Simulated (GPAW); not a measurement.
# Ge (P6_3mc) in GPAW: single point with HSE06

Aim: the single point of Ge with HSE06.

Program: GPAW 26.7.0. These are calculated values, not measurements. Logs are shortened: lines on timing, memory, paths and dates and some standing lists are left out, and cuts for length are marked. The log counts tension as positive stress, the text compression.

## 1. Starting point

It takes space group P6_3mc (No. 186, hexagonal). The conventional cell has a = 4.050 Å, b = 4.050 Å, c = 10.993 Å, α = 90.00°, β = 90.00°, γ = 120.00°. Around Ge (site symmetry 3m) lie 3 Ge at 2.44 Å. Around Ge (site symmetry 3m) lie 3 Ge at 2.44 Å.

This isn't the form of Ge at room conditions, which is diamond.

## 2. Single point, HSE06

Input file run.py:

```python
from ase import Atoms
from ase.dft.bandgap import bandgap
from ase.io import write
from ase.parallel import parprint
from gpaw import GPAW, PW

atoms = Atoms(['Ge', 'Ge', 'Ge', 'Ge'],
              cell=[[4.0504045371, 0.0, 0.0],
                    [-2.0252022685, 3.5077532247, 0.0],
                    [0.0, 0.0, 10.993359]],
              scaled_positions=[[0.6666666667, 0.3333333333, 0.414848],
                                [0.3333333333, 0.6666666667, 0.914848],
                                [0.0, 0.0, 0.477452],
                                [0.0, 0.0, 0.977452]],
              pbc=True)

calc = GPAW(mode=PW(450),
            xc='HSE06',
            kpts={'size': (6, 6, 2), 'gamma': True},
            occupations={'name': 'fermi-dirac', 'width': 0.05},
            nbands=15,
            convergence={'density': 1e-05, 'energy': 1e-05},
            maxiter=60,
            txt='gpaw.txt')
atoms.calc = calc
energy = atoms.get_potential_energy()
forces = atoms.get_forces()
calc.write('gs.gpw')
write('result.traj', atoms)
parprint(f'Energy: {energy:.6f} eV')
parprint('Forces (eV/A):')
parprint(forces.round(4))
parprint('Fermi level:', round(calc.get_fermi_level(), 4), 'eV')
parprint(f'Gap: {bandgap(calc)[0]:.4f} eV, direct: {bandgap(calc, direct=True)[0]:.4f} eV')
```

Potentials or basis: GPAW PAW data sets (gpaw-data 1.2.1), pw.

Launch:

```
$ OMP_NUM_THREADS=1 mpirun -n 8 gpaw python run.py
```

gpaw.txt:

```text
__  _  _
 | _ |_)|_||  |
 |__||  | ||/\| - 26.7.0

Input parameters:
  mode=PW(ecut=450.00000000000006),
  convergence={'density': 1e-05, 'energy': 1e-05},
  kpts=MonkhorstPack(size=(6, 6, 2), gamma=True),
  maxiter=60,
  nbands=15,
  occupations=Occupations(name='fermi-dirac', width=0.05),
  xc=XC(name='HSE06')

Diagonalizing LCAO Hamiltonian
Converting LCAO to pw mode

       GeGe

       Ge    Ge

Atoms  # Å, Bohr magnetons
|   | symbol |         x |        y |         z |    initial magnetic moments |
|---|--------|-----------|----------|-----------|-----------------------------|
| 0 |     Ge |  2.025202 | 1.169251 |  4.560573 | ( 0.0000,  0.0000,  0.0000) |
| 1 |     Ge | -0.000000 | 2.338502 | 10.057252 | ( 0.0000,  0.0000,  0.0000) |
| 2 |     Ge |  0.000000 | 0.000000 |  5.248801 | ( 0.0000,  0.0000,  0.0000) |
| 3 |     Ge |  0.000000 | 0.000000 | 10.745481 | ( 0.0000,  0.0000,  0.0000) |

Unit cell  # Å
| periodic |         x |        y |         z |   lengths |     angles |
|----------|-----------|----------|-----------|-----------|------------|
|      yes |  4.050405 | 0.000000 |  0.000000 |  4.050405 |  90.000000 |
|      yes | -2.025202 | 3.507753 |  0.000000 |  4.050405 |  90.000000 |
|      yes |  0.000000 | 0.000000 | 10.993359 | 10.993359 | 120.000000 |

Number of symmetries: 6
Symmetry operations  # r_c * U_cc + t_c -> r_c
|   | kind |            matrix            |
|---|------|------------------------------|
| 0 |  σ   |  1, 1, 0,  0,-1, 0,  0, 0, 1 |
| 1 |  E   |  1, 0, 0,  0, 1, 0,  0, 0, 1 |
| 2 |  C3  |  0, 1, 0, -1,-1, 0,  0, 0, 1 |
| 3 |  σ   |  0,-1, 0, -1, 0, 0,  0, 0, 1 |
| 4 |  σ   | -1, 0, 0,  1, 1, 0,  0, 0, 1 |
| 5 |  C3  | -1,-1, 0,  1, 0, 0,  0, 0, 1 |

BZ-sampling:
  Number of BZ points: 72
  Number of IBZ points: 14

  Monkhorst-Pack size: [6, 6, 2]
  Monkhorst-Pack shift: [0.08333333333333333, 0.08333333333333333, 0.25]

K-points  # in reciprocal-cell coordinates
|     |                                coordinates |     weight |
|-----|--------------------------------------------|------------|
|   0 | (  0.00000000,   0.00000000,   0.00000000) | 0.01388889 |
|   1 | (  0.00000000,   0.00000000,   0.50000000) | 0.01388889 |
|   2 | (  0.16666667,   0.00000000,   0.00000000) | 0.08333333 |
|   3 | (  0.16666667,   0.00000000,   0.50000000) | 0.08333333 |
|   4 | (  0.33333333,  -0.16666667,   0.00000000) | 0.08333333 |
|   5 | (  0.33333333,  -0.16666667,   0.50000000) | 0.08333333 |
|   6 | (  0.33333333,   0.00000000,   0.00000000) | 0.08333333 |
|   7 | (  0.33333333,   0.00000000,   0.50000000) | 0.08333333 |
|   8 | (  0.33333333,   0.33333333,   0.00000000) | 0.02777778 |
|   9 | (  0.33333333,   0.33333333,   0.50000000) | 0.02777778 |
| ... |                                            |            |
|  13 | (  0.50000000,   0.50000000,   0.50000000) | 0.04166667 |

Plane wave coefficients: 3412
Cutoff: 450.00000000000006 eV

Spin-components: 1 (collinear spins)
Bands:           15
Projectors:      20
Spin-degeneracy: 2
Datatype:        complex128

Parallelization:
  kpt:    8
  domain: 1
  band:   1

Density:
  Valence electrons: 16.0
  Components: 1
  Grid points: [20 20 54]
  Charge: 0.0  # |e|

Potential:
  Grid points: [20 20 54]

species:
  Ge:
    name:    Germanium
    Z:       32.0
    valence: 4
    core:    28
    charge:  0.0  # [|e|]
    compensation charges:
      type: gauss
      rc: 0.32  # [Å]
      lmax: 2
    cutoffs:
      filter: 1.77  # [Å]
      core: 3.42  # [Å]
    projectors
    | kind |    occ | energy [eV] | rcut [Å] |
    |------|--------|-------------|----------|
    |   4s |  2.000 |     -11.726 |    1.005 |
    |   4p |  2.000 |      -3.896 |    1.005 |
    |    s |        |      15.485 |    1.005 |
    |    p |        |      23.315 |    1.005 |
    |    d |        |       0.000 |    1.005 |

    Using partial waves for Ge as LCAO basis

Reference energy: -228390.551410  # eV

eigensolver:
  PPCG
  Converge bands: occupied
  niter=2

density mixing:
  MSR1-Mixer
  Pratt-step length: 0.05
  Maximum mixing coefficient: 0.75
  Old densities: 10
  SVD Regularization: 0.005
  Good broyden scale: 1.0
  Trust region scale: 1.0
  Backstep threshold: 4.0
  History deletion threshold: 6.0
  Fourier metric: weight=20.0, sigma=0.015

occupation numbers:
  Fermi-Dirac:
    width: 0.0500  # eV

poisson solver:
  ecut: 3600.0000000000005  # eV

xc functional:
  name: HYB_GGA_XC_HSE06 with 2 nearest neighbor stencil

convergence criteria:
- Maximum integral of absolute [dens]ity change: 1e-05 electrons / valence electron
- Maximum [total energy] change in last 3 cyles: 1e-05 eV / valence electron
- Maximum integral of absolute [eigenst]ate change: 4e-08 eV^2 / valence electron
maximum number of iterations: 60

IBZ(<points: 14, symmetries: 6>)
Occupied bands: 10
SCF iterations
|iter     | |      energy | eigst |  dens |
|---------|-|-------------|-------|-------|
|iter:   1| |-2139.176931 | +0.08 |       |
|iter:   2| |  -66.487838 | -0.54 | -0.81 |
|iter:   3| |  -66.514964 | -1.43 | -0.91 |
|iter:   4| |  -66.412455 | -2.64 | -1.05 |
|iter:   5| |  -66.390264 | -2.87 | -1.35 |
|iter:   6| |  -66.384591 | -4.16 | -1.55 |
|iter:   7| |  -66.376196 | -4.33 | -1.60 |
|iter:   8| |  -66.374370 | -4.97 | -1.70 |
|iter:   9| |  -66.369427 | -4.54 | -1.73 |
|iter:  10| |  -66.366029 | -4.49 | -1.82 |
|iter:  11| |  -66.361517 | -3.97 | -1.94 |
|iter:  12| |  -66.360959 | -4.19 | -2.34 |
|iter:  13| |  -66.361006 | -5.10 | -3.43 |
|iter:  14| |  -66.361005c| -6.46 | -3.61 |
|iter:  15| |  -66.361006c| -7.37 | -4.17 |
|iter:  16| |  -66.361006c| -8.14c| -4.12 |
|iter:  17| |  -66.361006c| -8.38c| -4.29 |
|iter:  18| |  -66.361006c| -9.10c| -4.77 |
|iter:  19| |  -66.361006c| -9.70c| -4.41 |
|iter:  20| |  -66.361006c| -9.31c| -4.39 |
|iter:  21| |  -66.361006c| -8.39c| -4.12 |
|iter:  22| |  -66.361006c| -8.84c| -4.52 |
|iter:  23| |  -66.361006c| -9.68c| -4.54 |
|iter:  24| |  -66.361006c| -9.59c| -4.71 |
|iter:  25| |  -66.361006c|-10.25c| -4.81 |
|iter:  26| |  -66.361006c| -9.80c| -4.86 |
|iter:  27| |  -66.361006c|-10.08c| -4.91 |
|iter:  28| |  -66.361006c|-10.45c| -4.72 |
|iter:  29| |  -66.361006c|-10.65c| -4.86 |
|iter:  30| |  -66.361006c|-10.37c| -5.06c|

Converged in 30 steps
Energy contributions relative to reference atoms: (reference = -228390.551410)

Energy contributions:
  Kinetic:          10.467183
  Coulomb:          -9.555285
  Zero:             -0.473112
  External:          0.000000
  Xc:             2055.032984
  Entropy:          -0.011757
  Spinorbit:         0.000000
  Hybrid_Xc_Cc:     -2090.474894
  Hybrid_Xc_Vc:       -11.465475
  Hybrid_Xc_Vv:       -19.886529
  ----------------------------
  Free energy:     -66.366884
  Extrapolated:    -66.361006

dipole moment: (-13.176221, -22.821832, 29.372886)  # |e|*Ang

Fermi level: 1.337
Eigenvalues  # (at kpt = [0.000, 0.000, 0.000])
| band index |      eig [eV] | occ [0-2] |
|------------|---------------|-----------|
|          0 |       -11.345 |     2.000 |
|          1 |       -11.309 |     2.000 |
|          2 |        -2.969 |     2.000 |
|          3 |        -2.453 |     2.000 |
|          4 |         0.502 |     2.000 |
|          5 |         0.502 |     2.000 |
|          6 |         0.514 |     2.000 |
|          7 |         0.514 |     2.000 |
|          8 |         2.041 |     0.000 |
|          9 |         2.228 |     0.000 |
|         10 |         3.234 |     0.000 |
|         11 |         5.642 |     0.000 |
|         12 |         5.642 |     0.000 |
|         13 |         5.650 |     0.000 |
|         14 |         5.676 |     0.000 |

No gap
No difference between direct/indirect transitions

Forces  # eV/Ang
|        x |       y |        z |
|----------|---------|----------|
|  0.00000 | 0.00000 |  0.17509 |  # Ge   0
| -0.00000 | 0.00000 |  0.17537 |  # Ge   1
| -0.00000 | 0.00000 | -0.17517 |  # Ge   2
|  0.00000 | 0.00000 | -0.17528 |  # Ge   3

# Writing to gs.gpw (mode='')
```

Run time: 28 min. Hardware: 8 MPI ranks of Intel Xeon Platinum 8375C at 2.90GHz (Ice Lake), shared host; peak memory 0.24 GiB.

Results:

```yaml
Free_energy: -66.3669 eV
Largest_force: 0.175 eV/Å
Band_gap_on_the_k_mesh: none (metal or under the smearing width)
```

Forces on the atoms (eV/Å):
```
Ge   0.000  0.000  0.175
Ge   0.000  0.000  0.175
Ge   0.000  0.000 -0.175
Ge   0.000  0.000 -0.175
```

Levels at points of the mesh, in eV from the Fermi level:
```
           k point  band 5  band 6  band 7  band 8  band 9  band 10  band 11
(0.00, 0.00, 0.00)   -0.83   -0.83   -0.82   -0.82    0.70     0.89     1.90
(0.00, 0.00, 0.50)   -0.83   -0.83   -0.83   -0.83    0.75     0.75     2.97
(0.50, 0.50, 0.00)   -2.47   -2.45   -1.48   -1.26    0.74     0.99     1.90
(0.50, 0.50, 0.50)   -2.46   -2.46   -1.36   -1.36    0.82     0.82     1.94
```

Caveat: exact exchange converges slowly with the k mesh, and this mesh is small; the PAW data sets were made with another functional, which shifts forces and pressure a little.
